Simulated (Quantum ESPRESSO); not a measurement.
Runs of Quantum ESPRESSO 7.5 on I. The typed cell holds 1 atom: a = 3.789 Å, b = 3.487 Å, c = 3.914 Å, α = 113.38°, β = 114.10°, γ = 107.56°. 

| task | level | potentials or basis | cutoff (eV) | smearing | rVV10 parameter b | dos occupations | mixing ndim | diagonalization | other keys | gap on the mesh (eV) | pressure (GPa) |
| --- | --- | --- | --- | --- | --- | --- | --- | --- | --- | --- | --- |
| real-space fields | BP86 | GBRV 1.5 LDA | 612 | cold 0.1 eV | - | - | - | - | - | none | 0.3 |
| single point | PBE | SSSP 1.3 efficiency PBE | 748 | fermi-dirac 0.05 eV | - | - | - | - | - | none | (a) |
| single point | revPBE+rVV10 | PseudoDojo 0.5 SR PBE stringent | 1225 | gaussian 0.05 eV | 6.3 | - | - | - | - | none | -12.2 |
| projected density of states | PBE+D3M(BJ) | Ansatz NC SR PBE | 1088 | fermi-dirac 0.1 eV | - | tetrahedra_opt | 16 | paro | ecut_scale = 1.15; mixing_ndim = 16; diagonalization = paro | none | -5.2 |

Alike in all rows: no spin polarisation; cell as given; k mesh 9 × 10 × 9.

Q: Fill in the values left out.

A: (a) -0.1.

Caveats: an odd number of electrons without spin polarisation forces a metal; a magnetic or distorted state may lie lower; the potentials were made for another functional, which shifts forces and pressure (some runs); rVV10's parameter b was fitted to another functional (some runs); this potential file gives levels or pressures that part from those of other sets (some runs).

A k mesh can miss the band edges, and the runs leave out spin-orbit coupling on I.

A gap of «none» marks a metal or a gap under the smearing width.

The runs don't all hold the same shells in valence.
